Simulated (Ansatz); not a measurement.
Data:

```yaml
crystal:
  lattice:
    - [3.63435, -0.08432, 0.00000]
    - [-1.89020, 3.18960, 0.00000]
    - [0.00000, 0.00000, 3.86452]
  atoms:
    - { symbol: Li, position: [0.00000, 0.00000, 0.50000] }
    - { symbol: Li, position: [0.33864, 0.66617, 0.00000] }
    - { symbol: Li, position: [0.66136, 0.33383, 0.00000] }
    - { symbol: N, position: [0.00000, 0.00000, 0.00000] }
```

No spin polarisation.

All numbers come from PBE/PAW in Ansatz (a quantum-chemistry and plane-wave program), no SOC. k-mesh 10×10×9 (Γ-centred); smearing 0.05 eV (Fermi–Dirac).

Question: What is the computed smallest direct gap?

Answer: 1.23 eV.

Question: What pressure (mean of the normal stresses, compression positive) does the calculation give?

Answer: 0.18 GPa.

The cells carry an imposed strain or load. Whether these cells are dynamically stable was not tested. The cell was made from Li3N (space group P6/mmm, No. 191) by this change: tensor shear ε_xy = −2.32 %.
